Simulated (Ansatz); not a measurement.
# SnSe2: how the settings move a single-point run

Question: which choices in the input matter for SnSe2? The cell is built on a prototype (3R-MoS2 type) and needn't be the phase found in nature.

Program: Ansatz 0.2.0. Level of theory: reference: DFT, PBE, plane waves, PAW. These are calculated values, not measurements.

2 further runs of the same task are left out: 2 that didn't finish.

### 1 The structure to begin with

It takes space group R3m (No. 160, trigonal). The conventional cell has a = 3.790 Å, b = 3.790 Å, c = 18.081 Å, α = 90.00°, β = 90.00°, γ = 120.00°. Around Sn (site symmetry 3m) lie 6 Se at 2.77 to 2.78 Å. Se (site symmetry 3m) is surrounded by 3 Sn at 2.78 Å. Around Se (site symmetry 3m) lie 3 Sn at 2.77 Å.

As a file:

```xyz
3
Lattice="1.8950 1.0941 6.0269 -1.8950 1.0941 6.0269 0.0000 -2.1882 6.0269" Properties=species:S:1:pos:R:3 pbc="T T T"
Sn    0.0000    0.0000   -0.0041
Se    0.0000    0.0000    7.7363
Se    0.0000    0.0000    4.3217
```

### 2 The reference run

Input file input.yaml:

```yaml
crystal:
  lattice:
    - [1.8950116508, 1.0940854867, 6.0269119653]
    - [-1.8950116508, 1.0940854867, 6.0269119653]
    - [0.0, -2.1881709734, 6.0269119653]
  atoms:
    - { symbol: Sn, position: [-0.0002292479, -0.0002292479, -0.0002292479] }
    - { symbol: Se, position: [0.4278747019, 0.4278747019, 0.4278747019] }
    - { symbol: Se, position: [0.2390212127, 0.2390212127, 0.2390212127] }
kpoints:
  mp_grid: { grid: [6, 6, 6] }
hamiltonian:
  xc: pbe
scf:
  occupations: { method: fermi_dirac, width: 0.02 }
  n_extra_bands: 4
output:
  forces: true
  stress: true
  eigenvalues: true
  write_density: true
  write_potential: true
  elf: true
  volumetric_format: npy
```

Started as:

```sh
$ ansatz run input.yaml --threads 4 --pin off --max-ram 3686MiB --backend cpu --events-out ev --progress --plain --runs-dir out
```

Log (excerpt; [...] marks lines left out):

```text
Warning: RAYON_NUM_THREADS=4 ignored (pool sized by the plan → 4); use --threads N
[...]
scf.n_extra_bands = 4 over 23 filled bands (N_el = 46.0): the run solves 27 bands
[...]
Pseudopotentials: kind: paw
Pseudopotential: Sn, paw, valence charge 14, recommended cutoff 420 eV (normal), Sn.paw.azcp
Pseudopotential: Se, paw, valence charge 16, recommended cutoff 420 eV (normal), Se.paw.azcp
Functional definition: PBE
[...]
Crystal: 3 atoms, lattice volume = 74.974 Å³
Basis set: ecut = 420 eV, 1467 PW (Γ), FFT grids on a1−a2, a2, −a2+a3, exchange–correlation on 54×90×54 points (8 copies of the dense FFT grid, shifted against one another)
Bands: 27, of which v1, the nominal top of the filled ones, is band 23 counted from 1 (22 counted from 0)
Symmetry: 6 space group operations
Space group: R3m (ITA 160), of the structure as read, at distance tolerance 4.2e-5 Å
k-points: 32 of 216 (time reversal used)
[...]
SCF iter   1: F=—  HF=-16962.665763 eV  |F-HF|=—  |Δ(HF+E_count)|=         —  Δρ=2.79e-3  dr2=1.25e-2  ethr=1.77e-3  ⟨swp⟩=6.4  Hψ=3767  notcnv=0
[...]
SCF iter   6: F=-16962.663403 eV  HF=-16962.663403 eV  |F-HF|=7.47e-9  |Δ(HF+E_count)|=   4.11e-8  Δρ=3.43e-6  dr2=1.57e-8  ethr=2.17e-10  ⟨swp⟩=9.2  Hψ=6800  notcnv=0
[...]
SCF converged after 6 iterations
Free energy (F): -16962.663403 eV
[...]
E sigma→0 (E₀):  -16962.662612 eV
Entropy (-TS):   -0.001581 eV (-0.527 meV/atom)
Fermi energy:    9.229996 eV
[...]
--- Forces (eV/Å), atoms counted from 1 ---
  atom   1  Sn     0.00000000     0.00000000    -0.00588931
  atom   2  Se     0.00000000    -0.00000000     0.30981561
  atom   3  Se     0.00000000     0.00000000    -0.30384441
[...]
--- Stress (GPa, compression-positive) ---
        3.180260      -0.000000       0.000000
       -0.000000       3.180260       0.000000
        0.000000       0.000000       1.828444
  P = ⅓ Tr σ = 2.7297 GPa (27.297 kbar)
--- Band table (eV; the first three rows and the last of 32) ---
  k-point 0: bands = ["-38.3051", "-38.3021", "-38.3021", "-38.2934", "-38.2934", "-38.2891", "-38.2874", "-38.2874", "-38.2818", "-38.2818", "-12.6249", "-12.6249", "-12.5613", "-12.5553", "-12.5553", "-5.1986", "-3.3747", "1.7648", "8.1706", "8.1706", "8.5329", "8.5936", "8.5936", [...]
[...]
```

Run time: 1.9 s. Hardware: 4 threads of AMD EPYC 7B13 (Zen 3), shared host; peak memory 0.45 GiB.

### 3 Variant: occupations.method cold, occupations.width 0.001

input.yaml: that of step 2 with these lines changed.

```diff
@@ -14,3 +14,3 @@
 scf:
-  occupations: { method: fermi_dirac, width: 0.02 }
+  occupations: { method: cold, width: 0.001 }
   n_extra_bands: 4
@@ -20,5 +20 @@
   eigenvalues: true
-  write_density: true
-  write_potential: true
-  elf: true
-  volumetric_format: npy
```

Started as:

```sh
$ ansatz run input.yaml --threads 4 --pin off --max-ram 3686MiB --backend cpu --events-out ev --progress --plain --runs-dir out
```

Log (excerpt; [...] marks lines left out):

```text
Warning: RAYON_NUM_THREADS=4 ignored (pool sized by the plan → 4); use --threads N
[...]
scf.n_extra_bands = 4 over 23 filled bands (N_el = 46.0): the run solves 27 bands
[...]
[... 4 set-up lines as earlier in the session ...]
[...]
Crystal: 3 atoms, lattice volume = 74.974 Å³
Basis set: ecut = 420 eV, 1467 PW (Γ), FFT grids on a1−a3, a2−a3, a3, exchange–correlation on 54×54×90 points (8 copies of the dense FFT grid, shifted against one another)
Bands: 27, of which v1, the nominal top of the filled ones, is band 23 counted from 1 (22 counted from 0)
[... 2 set-up lines as earlier in the session ...]
k-points: 32 of 216 (time reversal used)
[...]
SCF converged after 14 iterations
Stability not checked: this state was not tested for a lower state beside it, because cold or Methfessel-Paxton smearing, or corrected tetrahedra, fill the levels in a way that the test cannot read (fill_not_monotonic; see scf.lower_state_search)
Free energy (F): -16962.662434 eV
[...]
E sigma→0 (E₀):  -16962.662433 eV
Entropy (-TS):   -0.000002 eV (-0.001 meV/atom)
Fermi energy:    9.220291 eV
[...]
--- Forces (eV/Å), atoms counted from 1 ---
  atom   1  Sn    -0.00000000    -0.00000000    -0.00848327
  atom   2  Se     0.00000000    -0.00000000     0.32772703
  atom   3  Se     0.00000000     0.00000000    -0.31933333
[...]
--- Stress (GPa, compression-positive) ---
        3.240057      -0.000000       0.000000
       -0.000000       3.240057       0.000000
        0.000000       0.000000       1.716878
  P = ⅓ Tr σ = 2.7323 GPa (27.323 kbar)
--- Band table (eV; the first three rows and the last of 32) ---
[... band rows left out ...]
[...]
```

Wall time 2 s (4 threads of AMD EPYC 7B13 (Zen 3), shared host); peak memory 0.43 GiB.

Changing the smearing hardly moves the energy: +0.1 meV/atom.

### 4 Changing settings: ecutrho_ratio 12

input.yaml: that of step 2 with these lines changed.

```diff
@@ -16,2 +16,3 @@
   n_extra_bands: 4
+  max_iter: 76
 output:
@@ -20,5 +21,3 @@
   eigenvalues: true
-  write_density: true
-  write_potential: true
-  elf: true
-  volumetric_format: npy
+basis:
+  ecutrho_ratio: 12
```

Started as:

```sh
$ ansatz run input.yaml --threads 4 --pin off --max-ram 3686MiB --backend cpu --events-out ev --progress --plain --runs-dir out
```

Log (excerpt; [...] marks lines left out):

```text
Warning: RAYON_NUM_THREADS=4 ignored (pool sized by the plan → 4); use --threads N
[...]
scf.n_extra_bands = 4 over 23 filled bands (N_el = 46.0): the run solves 27 bands
[...]
[... 4 set-up lines as earlier in the session ...]
[...]
Crystal: 3 atoms, lattice volume = 74.974 Å³
Basis set: ecut = 420 eV, 1467 PW (Γ), FFT grids on a1−a3, a2−a3, a3, exchange–correlation on 90×90×150 points (8 copies of the dense FFT grid, shifted against one another)
Bands: 27, of which v1, the nominal top of the filled ones, is band 23 counted from 1 (22 counted from 0)
[... 2 set-up lines as earlier in the session ...]
k-points: 32 of 216 (time reversal used)
[...]
SCF iter   1: F=—  HF=-16962.665864 eV  |F-HF|=—  |Δ(HF+E_count)|=         —  Δρ=2.79e-3  dr2=1.25e-2  ethr=1.77e-3  ⟨swp⟩=6.4  Hψ=3757  notcnv=0
[...]
SCF iter   6: F=-16962.663378 eV  HF=-16962.663378 eV  |F-HF|=6.88e-9  |Δ(HF+E_count)|=   3.84e-8  Δρ=3.44e-6  dr2=1.58e-8  ethr=2.17e-10  ⟨swp⟩=5.7  Hψ=3813  notcnv=0
[...]
SCF converged after 6 iterations
Free energy (F): -16962.663378 eV
[...]
E sigma→0 (E₀):  -16962.662587 eV
Entropy (-TS):   -0.001581 eV (-0.527 meV/atom)
Fermi energy:    9.229997 eV
[...]
--- Forces (eV/Å), atoms counted from 1 ---
  atom   1  Sn     0.00000000    -0.00000000    -0.00588653
  atom   2  Se    -0.00000000    -0.00000000     0.30981518
  atom   3  Se     0.00000000     0.00000000    -0.30384307
[...]
--- Stress (GPa, compression-positive) ---
        3.180258      -0.000000       0.000000
       -0.000000       3.180258       0.000000
        0.000000       0.000000       1.828443
  P = ⅓ Tr σ = 2.7297 GPa (27.297 kbar)
--- Band table (eV; the first three rows and the last of 32) ---
[... band rows left out ...]
[...]
```

Run time: 1.5 s. Hardware: 4 threads of AMD EPYC 7B13 (Zen 3), shared host; peak memory 0.54 GiB.

Changing the numerical grids hardly moves the energy: 0.0 meV/atom.

### 5 Changing settings: xc r2scan

input.yaml: that of step 2 with these lines changed.

```diff
@@ -12,3 +12,3 @@
 hamiltonian:
-  xc: pbe
+  xc: r2scan
 scf:
@@ -20,5 +20 @@
   eigenvalues: true
-  write_density: true
-  write_potential: true
-  elf: true
-  volumetric_format: npy
```

Started as:

```sh
$ ansatz run input.yaml --threads 4 --pin off --max-ram 3686MiB --backend cpu --events-out ev --progress --plain --runs-dir out
```

Log (excerpt; [...] marks lines left out):

```text
Warning: RAYON_NUM_THREADS=4 ignored (pool sized by the plan → 4); use --threads N
[...]
scf.n_extra_bands = 4 over 23 filled bands (N_el = 46.0): the run solves 27 bands
[...]
[... 1 set-up line as earlier in the session ...]
Pseudopotential: Sn, paw, valence charge 14, recommended cutoff 500 eV (meta_gga), Sn.paw.azcp
Pseudopotential: Se, paw, valence charge 16, recommended cutoff 500 eV (meta_gga), Se.paw.azcp
Functional definition: r2SCAN
[...]
Crystal: 3 atoms, lattice volume = 74.974 Å³
Basis set: ecut = 500 eV, 1887 PW (Γ), FFT grids on a1−a3, a2−a3, a3, exchange–correlation on 120×120×192 points (64 copies of the dense FFT grid, shifted against one another)
Bands: 27, of which v1, the nominal top of the filled ones, is band 23 counted from 1 (22 counted from 0)
[... 2 set-up lines as earlier in the session ...]
k-points: 32 of 216 (time reversal used)
[...]
SCF iter   1: F=—  HF=-16995.309714 eV  |F-HF|=—  |Δ(HF+E_count)|=         —  Δρ=8.24e-3  dr2=1.05e-1  dr2_τ=5.80e-3  ethr=1.77e-3  ⟨swp⟩=6.3  Hψ=3759  notcnv=0
[...]
SCF iter   6: F=-16995.315758 eV  HF=-16995.315758 eV  |F-HF|=4.49e-8  |Δ(HF+E_count)|=   1.94e-6  Δρ=9.30e-6  dr2=3.40e-8  dr2_τ=1.99e-9  ethr=2.17e-10  ⟨swp⟩=4.8  Hψ=4656  notcnv=0
[...]
SCF converged after 6 iterations
Free energy (F): -16995.315758 eV
[...]
E sigma→0 (E₀):  -16995.315399 eV
Entropy (-TS):   -0.000717 eV (-0.239 meV/atom)
Fermi energy:    9.098396 eV
[...]
--- Forces (eV/Å), atoms counted from 1 ---
  atom   1  Sn     0.00000000    -0.00000000     0.00552882
  atom   2  Se    -0.00000000    -0.00000000    -0.06249210
  atom   3  Se     0.00000000     0.00000000     0.05695627
[...]
--- Stress (GPa, compression-positive) ---
        1.148589      -0.000000       0.000000
       -0.000000       1.148589       0.000000
        0.000000       0.000000       0.740136
  P = ⅓ Tr σ = 1.0124 GPa (10.124 kbar)
--- Band table (eV; the first three rows and the last of 32) ---
[... band rows left out ...]
[...]
```

Wall time 2.9 s (4 threads of AMD EPYC 7B13 (Zen 3), shared host); peak memory 0.6 GiB.

Total energies don't compare across a change of functional; the pressure goes from 2.7 to 1.0 GPa and the largest force goes from 0.31 to 0.06 eV/Å. At this fixed cell a lower pressure means that this functional prefers a smaller volume than the reference.

### 6 Changing settings: occupations.width 0.2

input.yaml: that of step 2 with these lines changed.

```diff
@@ -14,3 +14,3 @@
 scf:
-  occupations: { method: fermi_dirac, width: 0.02 }
+  occupations: { method: fermi_dirac, width: 0.2 }
   n_extra_bands: 4
@@ -20,5 +20 @@
   eigenvalues: true
-  write_density: true
-  write_potential: true
-  elf: true
-  volumetric_format: npy
```

Started as:

```sh
$ ansatz run input.yaml --threads 4 --pin off --max-ram 3686MiB --backend cpu --events-out ev --progress --plain --runs-dir out
```

Log (excerpt; [...] marks lines left out):

```text
Warning: RAYON_NUM_THREADS=4 ignored (pool sized by the plan → 4); use --threads N
[...]
scf.n_extra_bands = 4 over 23 filled bands (N_el = 46.0): the run solves 27 bands
[...]
[... 4 set-up lines as earlier in the session ...]
[...]
Crystal: 3 atoms, lattice volume = 74.974 Å³
Basis set: ecut = 420 eV, 1467 PW (Γ), FFT grids on a1−a3, a2−a3, a3, exchange–correlation on 54×54×90 points (8 copies of the dense FFT grid, shifted against one another)
Bands: 27, of which v1, the nominal top of the filled ones, is band 23 counted from 1 (22 counted from 0)
[... 2 set-up lines as earlier in the session ...]
k-points: 32 of 216 (time reversal used)
[...]
SCF iter   1: F=—  HF=-16962.741860 eV  |F-HF|=—  |Δ(HF+E_count)|=         —  Δρ=2.38e-3  dr2=7.75e-3  ethr=1.77e-3  ⟨swp⟩=5.3  Hψ=3465  notcnv=0
[...]
SCF iter   6: F=-16962.740642 eV  HF=-16962.740642 eV  |F-HF|=3.23e-9  |Δ(HF+E_count)|=   2.91e-8  Δρ=2.42e-6  dr2=6.56e-9  ethr=2.17e-10  ⟨swp⟩=6.0  Hψ=3941  notcnv=0
[...]
SCF converged after 6 iterations
Free energy (F): -16962.740642 eV
[...]
E sigma→0 (E₀):  -16962.655410 eV
Entropy (-TS):   -0.170462 eV (-56.821 meV/atom)
Fermi energy:    9.254540 eV
[...]
--- Forces (eV/Å), atoms counted from 1 ---
  atom   1  Sn     0.00000000     0.00000000    -0.00309923
  atom   2  Se     0.00000000    -0.00000000     0.39976800
  atom   3  Se     0.00000000     0.00000000    -0.39663897
[...]
--- Stress (GPa, compression-positive) ---
        3.449095      -0.000000       0.000000
       -0.000000       3.449095       0.000000
        0.000000       0.000000       2.544682
  P = ⅓ Tr σ = 3.1476 GPa (31.476 kbar)
--- Band table (eV; the first three rows and the last of 32) ---
[... band rows left out ...]
[...]
```

It took 1.2 s on 4 threads of AMD EPYC 7B13 (Zen 3), shared host; peak memory 0.43 GiB.

Changing the smearing moves the energy by +2.4 meV/atom (σ→0 values), and the pressure goes from 2.7 to 3.1 GPa and the largest force goes from 0.31 to 0.40 eV/Å.

### 7 Changed: dispersion d3bj

input.yaml: that of step 2 with these lines changed.

```diff
@@ -13,2 +13,3 @@
   xc: pbe
+  dispersion: d3bj
 scf:
@@ -20,5 +21 @@
   eigenvalues: true
-  write_density: true
-  write_potential: true
-  elf: true
-  volumetric_format: npy
```

Started as:

```sh
$ ansatz run input.yaml --threads 4 --pin off --max-ram 3686MiB --backend cpu --events-out ev --progress --plain --runs-dir out
```

Log (excerpt; [...] marks lines left out):

```text
Warning: RAYON_NUM_THREADS=4 ignored (pool sized by the plan → 4); use --threads N
[...]
scf.n_extra_bands = 4 over 23 filled bands (N_el = 46.0): the run solves 27 bands
[...]
[... 4 set-up lines as earlier in the session ...]
[...]
Crystal: 3 atoms, lattice volume = 74.974 Å³
Basis set: ecut = 420 eV, 1467 PW (Γ), FFT grids on a1−a3, a2−a3, a3, exchange–correlation on 54×54×90 points (8 copies of the dense FFT grid, shifted against one another)
Bands: 27, of which v1, the nominal top of the filled ones, is band 23 counted from 1 (22 counted from 0)
[... 2 set-up lines as earlier in the session ...]
k-points: 32 of 216 (time reversal used)
[...]
SCF iter   1: F=—  HF=-16963.779731 eV  |F-HF|=—  |Δ(HF+E_count)|=         —  Δρ=2.79e-3  dr2=1.25e-2  ethr=1.77e-3  ⟨swp⟩=6.4  Hψ=3757  notcnv=0
[...]
SCF iter   6: F=-16963.777278 eV  HF=-16963.777278 eV  |F-HF|=7.86e-9  |Δ(HF+E_count)|=   4.14e-8  Δρ=3.41e-6  dr2=1.57e-8  ethr=2.17e-10  ⟨swp⟩=5.7  Hψ=3820  notcnv=0
[...]
SCF converged after 6 iterations
Free energy (F): -16963.777278 eV
[...]
E sigma→0 (E₀):  -16963.776487 eV
Entropy (-TS):   -0.001581 eV (-0.527 meV/atom)
Fermi energy:    9.229997 eV
[...]
--- Forces (eV/Å), atoms counted from 1 ---
  atom   1  Sn     0.00000000    -0.00000000    -0.00891756
  atom   2  Se     0.00000000    -0.00000000     0.32212556
  atom   3  Se     0.00000000     0.00000000    -0.31312167
[...]
--- Stress (GPa, compression-positive) ---
        0.711407      -0.000000       0.000000
       -0.000000       0.711407       0.000000
        0.000000       0.000000      -0.621954
  P = ⅓ Tr σ = 0.2670 GPa (2.670 kbar)
--- Band table (eV; the first three rows and the last of 32) ---
[... band rows left out ...]
[...]
```

Run time: 1.3 s. Hardware: 4 threads of AMD EPYC 7B13 (Zen 3), shared host; peak memory 0.44 GiB.

The energy moves by -371.3 meV/atom, nearly all of it the dispersion term itself (-371.3 meV/atom); that offset belongs to the model and is no gain or loss of stability; the pressure goes from 2.7 to 0.3 GPa.

### 8 Changing settings: occupations.method gaussian, occupations.width 0.001

input.yaml: that of step 2 with these lines changed.

```diff
@@ -14,3 +14,3 @@
 scf:
-  occupations: { method: fermi_dirac, width: 0.02 }
+  occupations: { method: gaussian, width: 0.001 }
   n_extra_bands: 4
@@ -20,5 +20 @@
   eigenvalues: true
-  write_density: true
-  write_potential: true
-  elf: true
-  volumetric_format: npy
```

Started as:

```sh
$ ansatz run input.yaml --threads 4 --pin off --max-ram 3686MiB --backend cpu --events-out ev --progress --plain --runs-dir out
```

Log (excerpt; [...] marks lines left out):

```text
Warning: RAYON_NUM_THREADS=4 ignored (pool sized by the plan → 4); use --threads N
[...]
scf.n_extra_bands = 4 over 23 filled bands (N_el = 46.0): the run solves 27 bands
[...]
[... 4 set-up lines as earlier in the session ...]
[...]
Crystal: 3 atoms, lattice volume = 74.974 Å³
Basis set: ecut = 420 eV, 1467 PW (Γ), FFT grids on a1−a3, a2−a3, a3, exchange–correlation on 54×54×90 points (8 copies of the dense FFT grid, shifted against one another)
Bands: 27, of which v1, the nominal top of the filled ones, is band 23 counted from 1 (22 counted from 0)
[... 2 set-up lines as earlier in the session ...]
k-points: 32 of 216 (time reversal used)
[...]
SCF iter   1: F=—  HF=-16962.664649 eV  |F-HF|=—  |Δ(HF+E_count)|=         —  Δρ=2.68e-3  dr2=1.13e-2  ethr=1.77e-3  ⟨swp⟩=6.5  Hψ=3766  notcnv=0
[...]
SCF iter  12: F=-16962.662441 eV  HF=-16962.662441 eV  |F-HF|=2.42e-8  |Δ(HF+E_count)|=   8.63e-9  Δρ=6.61e-6  dr2=6.92e-8  ethr=2.17e-10  ⟨swp⟩=3.3  Hψ=3327  notcnv=0
[...]
SCF converged after 12 iterations
Free energy (F): -16962.662441 eV
[...]
E sigma→0 (E₀):  -16962.662436 eV
Entropy (-TS):   -0.000010 eV (-0.003 meV/atom)
Fermi energy:    9.220398 eV
[...]
--- Forces (eV/Å), atoms counted from 1 ---
  atom   1  Sn     0.00000000    -0.00000000    -0.00846305
  atom   2  Se    -0.00000000    -0.00000000     0.32768008
  atom   3  Se    -0.00000000     0.00000000    -0.31931961
[...]
--- Stress (GPa, compression-positive) ---
        3.240227      -0.000000       0.000000
       -0.000000       3.240227       0.000000
        0.000000       0.000000       1.716802
  P = ⅓ Tr σ = 2.7324 GPa (27.324 kbar)
--- Band table (eV; the first three rows and the last of 32) ---
[... band rows left out ...]
[...]
```

Wall time 1.7 s (4 threads of AMD EPYC 7B13 (Zen 3), shared host); peak memory 0.44 GiB.

Changing the smearing leaves the energy as it was (+0.1 meV/atom).

### 9 All runs together

```tsv
run	ending	energy change	pressure (GPa)	gap (eV)	force (eV/Å)	cycles	time
reference	converged	0	2.7	0.00	0.31	6	1.9 s
1: occupations.method cold, occupations.width 0.001	converged	+0.1 meV/atom (σ→0)	2.7	0.00	0.33	14	2 s
2: ecutrho_ratio 12	converged	0.0 meV/atom	2.7	0.00	0.31	6	1.5 s
3: xc r2scan	converged	not comparable	1.0	0.00	0.06	6	2.9 s
4: occupations.width 0.2	converged	+2.4 meV/atom (σ→0)	3.1	0.00	0.40	6	1.2 s
5: dispersion d3bj	converged	-371.3 meV/atom (offset of the dispersion model)	0.3	0.00	0.32	6	1.3 s
6: occupations.method gaussian, occupations.width 0.001	converged	+0.1 meV/atom (σ→0)	2.7	0.00	0.33	12	1.7 s
```

Times don't compare one to one where runs were asked for different outputs or read a saved state (see the inputs); cycles may leave out searches for a lower state.

Residual by cycle in the longest SCF loop of each run; runs are numbered as in the table. The quantity is the density residual dr2, in eV.

```tsv
cycle	reference	run 1	run 2	run 3	run 4	run 5	run 6
1	0.0125	0.0113	0.0125	0.105	0.00775	0.0125	0.0113
2	0.00185	0.00701	0.00189	0.0128	0.00321	0.00189	0.00631
3	1.5e-4	0.00632	1.6e-4	8.6e-4	9.4e-5	1.6e-4	0.00524
5	2.1e-7	0.00269	2.2e-7	7.2e-6	1.5e-7	2.1e-7	8.0e-4
6	1.6e-8	5.8e-4	1.6e-8	3.4e-8	6.6e-9	1.6e-8	7.1e-5
7	-	5.9e-5	-	-	-	-	1.2e-5
8	-	1.3e-5	-	-	-	-	4.7e-6
9	-	6.4e-6	-	-	-	-	3.3e-6
10	-	5.9e-6	-	-	-	-	2.8e-6
12	-	2.7e-6	-	-	-	-	6.9e-8
13	-	4.1e-7	-	-	-	-	-
14	-	7.8e-8	-	-	-	-	-
```

The pressure spans 0.3 to 3.1 GPa over the reference and the converged variants. Semilocal functionals close small gaps, so the missing gap need not be the real solid's. Of the variants the dearest is «xc r2scan» (2.9 s), the cheapest «occupations.width 0.2» (1.2 s), on a shared host.
